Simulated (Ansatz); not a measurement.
Reactions of C₁₂H₂₂, SMILES `C1CCC(C2CCCCC2)CC1`.

Gas-phase electronic energies from Ansatz, PBE0-D4/def2-TZVP geometries. CCSD(T)/CBS is the MP2 limit (def2-TZVPP, def2-QZVPP) plus CCSD(T) − MP2 in def2-TZVPP, frozen cores. This one scheme is used for every species, atoms too. No spin–orbit coupling; open shells (•) take unrestricted orbitals. Spin–orbit coupling would lower the free atoms: a little for C. Each species was taken in one conformer, which may not be the lowest.

(1) Order these by ΔE at CCSD(T)/CBS, lowest first. (An estimate is asked.)
A. `C1CCC(C2CCCCC2)CC1` + `CC(=O)O` → `CC(=O)OC1CCCCC1` + `C1CCCCC1`
B. `C1CCC(C2CCCCC2)CC1` → 12 C• + 22 H•
C. `C1CCC(C2CCCCC2)CC1` + H₂S → `SC1CCCCC1` + `C1CCCCC1`
D. `C1CCC(C2CCCCC2)CC1` + H₂ → `C1CCCCC1` + `C1CCCCC1`

Largest T1 diagnostic: 0.015, for `CC(=O)O`.

Results:

(1) D (-10.2 kcal/mol), C (-1.4 kcal/mol), A (+7.7 kcal/mol), B (+3395.1 kcal/mol).
